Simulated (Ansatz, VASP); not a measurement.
Cd in VASP and in Ansatz

```
Cd
1.0
     3.03730    0.00000    0.00000
    -1.51865    2.63038    0.00000
     0.00000    0.00000    5.72783
Cd
2
Cartesian
  0.0000 1.7536 1.4320
  1.5186 0.8768 4.2959
```

Change from the starting cell: volume scaled by 1.06, crystal datasets.

Alike in both runs: task electric field gradients; functional PBEsol; k mesh 14 × 14 × 7; occupations fermi-dirac, width 0.05 eV; no spin polarisation.

```csv
,VASP,Ansatz
version,VASP 6.6.1,Ansatz 0.2.0
potentials or method,"VASP PAW PBE potentials, release 64 (Cd), cutoff 520 eV","all-electron PAW with datasets made for the crystal, scalar-relativistic"
```

Ansatz gave:

* pressure (GPa): -4.0
* largest component of the traceless stress (GPa): 0.63
* Vzz of the field gradient on the site that differs most (V/Å²): 68.8

Q: Which values does VASP return?

A: Pressure (GPa): -3.7; largest component of the traceless stress (GPa): 0.51; Vzz of the field gradient on the site that differs most (V/Å²): 72.5.

Ansatz ran all-electron here, so the differences hold the error of VASP's frozen core and of both bases. Ansatz warned: «gradients_without_spin_orbit».

Caveats: the PAW data sets were made with another functional, which shifts forces and pressure a little (VASP).
